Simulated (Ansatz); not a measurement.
Input of an Ansatz 0.2.0 run:

File input.yaml:

```yaml
crystal:
  lattice:
    - [3.542, 0.0, 0.0]
    - [0.0, 3.542, 0.0]
    - [0.0, 0.0, 3.542]
  atoms:
    - { symbol: Ni, position: [0.5, 0.5, 0.0], spin: 0.266 }
    - { symbol: Ni, position: [0.5, 0.0, 0.5], spin: 0.267 }
    - { symbol: Ni, position: [0.0, 0.5, 0.5], spin: 0.267 }
    - { symbol: Si, position: [0.0, 0.0, 0.0] }
kpoints:
  mp_grid: { grid: [8, 8, 8] }
scf:
  occupations: { method: fermi_dirac, width: 0.05 }
hamiltonian:
  xc: pbe
  pseudopotentials: { kind: all_electron, lapw: { basis_error: 0.002 } }
magnetization:
  spin_polarized: true
  initial_magnetization: 0.8
  spin_locking: { lock_magnetization: hard }
output:
  forces: true
  stress: true
  eigenvalues: true
```

Potentials or basis: all-electron LAPW, scalar-relativistic.

Launch:

```console
$ ansatz run input.yaml --threads 4 --pin off --max-ram 12288MiB --backend cpu --events-out ev --progress --plain --runs-dir out
```

(1) Predict the pressure.

## Answers

(1) -5.2 GPa.

Caveat: the total moment is fixed, so each spin has its own Fermi level.
